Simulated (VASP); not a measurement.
# Pd (P6_3/mmc) in VASP: notebook, part 2 of 2

VASP 6.6.1. Earlier steps stand in the parts before.

**3. Relaxation of cell and atoms, LDA**

INCAR reads:

```
SYSTEM = Pd
ALGO = Normal
EDIFF = 1E-6
EDIFFG = -0.02
ENCUT = 600
IBRION = 2
ISIF = 3
ISMEAR = -1
LASPH = .True.
LCHARG = .False.
LREAL = .False.
LWAVE = .False.
NELM = 100
NSW = 40
PREC = Accurate
SIGMA = 0.05
```

KPOINTS reads:

```
k-points
0
Gamma
  10 10 6
  0 0 0
```

POSCAR reads:

```
Pd
1.0
    2.7836650458      0.0000000000      0.0000000000
   -1.3918325229      2.4107246453      0.0000000000
    0.0000000000      0.0000000000      4.6288930000
Pd
2
Direct
    0.3333333333      0.6666666667      0.2500000000
    0.6666666667      0.3333333333      0.7500000000
```

Potentials or basis: VASP PAW LDA potentials, release 64 (Pd).

Command:

```
> cat potpaw_LDA.64/Pd/POTCAR > POTCAR
> mpirun -np 1 vasp_std > vasp.out
```

OUTCAR:

```text
SYSTEM = Pd
   EDIFF = 1E-6
   EDIFFG = -0.02
   ENCUT = 600
   IBRION = 2
   ISIF = 3
   ISMEAR = -1
   LASPH = .True.
   LREAL = .False.
   NELM = 100
   NSW = 40
   PREC = Accurate

 ion  position               nearest neighbor table
   1  0.333  0.667  0.250-   2 2.82   2 2.82   2 2.82   2 2.82   2 2.82   2 2.82
   2  0.667  0.333  0.750-   1 2.82   1 2.82   1 2.82   1 2.82   1 2.82   1 2.82

  LATTYP: Found a hexagonal cell.
 ALAT       =     2.7836650458
 C/A-ratio  =     1.6628771507

  Lattice vectors:

 A1 = (   2.7836650458,   0.0000000000,   0.0000000000)
 A2 = (  -1.3918325229,   2.4107246453,   0.0000000000)
 A3 = (   0.0000000000,   0.0000000000,   4.6288930000)

Analysis of symmetry for initial positions (statically):
=====================================================================
 Subroutine PRICEL returns:
[... 772 lines left out ...]
--------------------------------------- Ionic step       10  -------------------------------------------

 number of electron      20.0000000 magnetization

 Free energy of the ion-electron system (eV)
  ---------------------------------------------------
  ext. energy  EPLUGINS =         0.00000000
  ---------------------------------------------------
  free energy    TOTEN  =       -12.93833414 eV

  energy without entropy =      -12.90078813  energy(sigma->0) =      -12.91956114

 E-fermi :  10.2228     XC(G=0): -13.7272

 val. band max:       10.2164882463   @ k =   0.3000   0.0000   0.0000
 cond. band min:      10.2385883089   @ k =   0.4000   0.1000   0.0000
 fundamental gap:      0.0221000626
 Fermi energy:        10.2228297601

 k-point     1 :       0.0000    0.0000    0.0000
  band No.  band energies     occupation
      1       2.6898      2.00000
      2       4.5500      2.00000
      3       6.9986      2.00000
      4       7.2764      2.00000
      5       7.2764      2.00000
      6       7.6440      2.00000
      7       7.6440      2.00000
      8       8.4898      2.00000
      9       8.4898      2.00000
     10       9.9830      1.98363
     11       9.9830      1.98363
     12      10.8157      0.00001
     13      17.3012      0.00000
     14      27.4110      0.00000
[... 420 lines left out ...]
  FREE ENERGIE OF THE ION-ELECTRON SYSTEM (eV)
  ---------------------------------------------------
  free  energy   TOTEN  =       -12.9383341443 eV

  energy  without entropy=      -12.9007881319  energy(sigma->0) =      -12.91956114

 reached required accuracy - stopping structural energy minimisation
```

Run time: 91 s. Hardware: 1 thread of Intel Xeon Platinum 8488C (Sapphire Rapids), shared host; peak memory 0.17 GiB.

Results:

| Quantity | Value |
| --- | --- |
| Free energy | -12.9383 eV |
| Relaxed volume | 14.24 Å³/atom |
| Relaxed cell | a = 2.695 Å, b = 2.695 Å, c = 4.530 Å, α = 90.00°, β = 90.00°, γ = 120.00° |
| Space group after relaxing (to 0.05 Å) | P6_3/mmc (No. 194) |
| Energy gained by relaxing | 68.5 meV/atom |
| Ionic steps | 10 |
| Pressure after relaxing | 0.0 GPa |
| Band gap on the k mesh | none (metal or under the smearing width) |

Step by step:
```csv
step,energy change (eV),largest force (eV/Å),pressure (GPa),volume (Å³)
1,0.0000,0.0000,-15.35,31.06
2,0.2981,0.0000,44.15,24.84
3,-0.1362,0.0000,-0.71,28.57
4,-0.1364,0.0000,-0.13,28.50
5,-0.1364,0.0000,0.22,28.45
6,-0.1370,0.0000,0.26,28.45
7,-0.1370,0.0000,0.26,28.45
8,-0.1370,0.0000,0.27,28.45
9,-0.1370,0.0000,-0.47,28.55
10,-0.1371,0.0000,-0.01,28.49
```

Final structure:
```cif
data_structure
_symmetry_space_group_name_H-M 'P 1'
_symmetry_Int_Tables_number 1
_cell_length_a 2.6947
_cell_length_b 2.6947
_cell_length_c 4.5301
_cell_angle_alpha 90.000
_cell_angle_beta 90.000
_cell_angle_gamma 120.000
_cell_volume 28.49
loop_
_atom_site_label
_atom_site_type_symbol
_atom_site_fract_x
_atom_site_fract_y
_atom_site_fract_z
_atom_site_occupancy
Pd1 Pd 0.33333 0.66667 0.25000 1
Pd2 Pd 0.66667 0.33333 0.75000 1
```

**4. For comparison**

An earlier run on the cell as given: functional PBEsol; potentials or basis VASP PAW PBE potentials, release 64 (Pd); cutoff 520 eV; k mesh 11 × 11 × 6; occupations fermi-dirac, width 0.05 eV; no spin polarisation.

- Pressure: -10.6 GPa
- Band gap on the k mesh: none (metal or under the smearing width)

**5. Overview**

| task | level | potentials or basis | cell | k mesh | cutoff (eV) | ladder | gap on the mesh (eV) | pressure (GPa) | relaxed volume (Å³/atom) |
| --- | --- | --- | --- | --- | --- | --- | --- | --- | --- |
| relaxation of cell and atoms | PBEsol | VASP PAW PBE potentials, release 64 (Pd) | relaxed | 10 × 10 × 6 | 600 | gaps | none | 0.0 | 14.61 |
| relaxation of cell and atoms | LDA | VASP PAW LDA potentials, release 64 (Pd) | relaxed | 10 × 10 × 6 | 600 | gaps | none | 0.0 | 14.24 |
| single point | PBEsol | VASP PAW PBE potentials, release 64 (Pd) | as given | 11 × 11 × 6 | 520 | free | none | -10.6 | - |

Alike in all rows: no spin polarisation; smearing fermi-dirac 0.05 eV.

Caveats: the PAW data sets were made with another functional, which shifts forces and pressure a little (some runs).

Absolute energies hang on the potentials; compare differences alone.
